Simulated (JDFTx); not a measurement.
Write the native input for JDFTx 1.7.0 (patched build) that does the following.

```
Task                                    : finite electric field
Functional                              : PBE
Dispersion                              : D3
Potentials or basis                     : PseudoDojo-SR-PBE-0.5-standard with smoothed tails
Cutoff                                  : 789 eV
Density cutoff                          : 3157 eV
k mesh                                  : 9 × 9 × 1
Occupations                             : fermi-dirac, width 0.05 eV
Spin                                    : no spin polarisation
Coulomb boundary                        : Slab 001
Centre of the truncation                : 0.000000 0.000000 0.500000
Electric field across the slab          : -0.1 V/Å
Local potential set to -Z/r beyond      : 6 bohr
Bands                                   : 33
Density cutoff over wavefunction cutoff : 4
Max SCF steps                           : 100
SCF threshold on the energy             : 1e-08 Ha
Solver of the electrons                 : scf
Further solve for the empty bands       : yes
Atoms held fixed                        : 1, 2, 5
```

TaS2, a slab with vacuum:

```
S Ta
1.0
     3.35000    0.00000    0.00000
    -1.67500    2.90119    0.00000
     0.00000    0.00000   23.79000
S Ta
4 2
Direct
  0.66667 0.33333 0.31526
  0.33333 0.66667 0.43842
  0.66667 0.33333 0.56158
  0.33333 0.66667 0.68474
  0.00000 0.00000 0.37684
  0.00000 0.00000 0.62316
```

One way to write it, as run:

TaS2.in

```
include TaS2.lattice
coords-type Lattice
include TaS2.ionpos

ion-species pseudo/S.upf
ion-species pseudo/Ta.upf
elec-cutoff 29
elec-ex-corr gga-PBE
van-der-waals D3
kpoint-folding 9 9 1
elec-smearing Fermi 0.0018374661
elec-n-bands 33
electronic-SCF nIterations 100 energyDiffThreshold 1e-08
electronic-minimize nIterations 30 energyDiffThreshold 1e-7
coulomb-interaction Slab 001
coulomb-truncation-embed 0.000000 0.000000 0.500000
electric-field 0 0 -0.00194469
converge-empty-states yes
forces-output-coords Cartesian

dump-name run.$VAR
dump End Ecomponents EigStats BandEigs Kpoints Forces Dipole
```

TaS2.lattice

```
lattice \
    6.3305865249    -3.1652932624     0.0000000000 \
    0.0000000000     5.4824487514     0.0000000000 \
    0.0000000000     0.0000000000    44.9565845048
```

TaS2.ionpos

```
ion S      0.6666666667     0.3333333334     0.3152585120 0
ion S      0.3333333333     0.6666666666     0.4384195040 0
ion S      0.6666666667     0.3333333334     0.5615804960 1
ion S      0.3333333333     0.6666666666     0.6847414880 1
ion Ta     0.0000000000     0.0000000000     0.3768390080 0
ion Ta     0.0000000000     0.0000000000     0.6231609920 1
```

Potentials or basis: PseudoDojo-SR-PBE-0.5-standard with smoothed tails.

Command:

```console
$ jdftx -c 1 -i TaS2.in -o TaS2.out
```

Results of the run:

```json
{
  "Largest force": "1.350 eV/Å",
  "Band gap on the k mesh": "none (metal or under the smearing width)",
  "Loewdin charges": "S -0.17; Ta +0.53, +0.54 e"
}
```

Caveat: forces may be off by hundredths of an eV/Å; the slab's dipole is good to some per cent.

Run time: 6.6 min on 1 thread of Arm Neoverse V2 (shared host), peak memory 0.23 GiB.
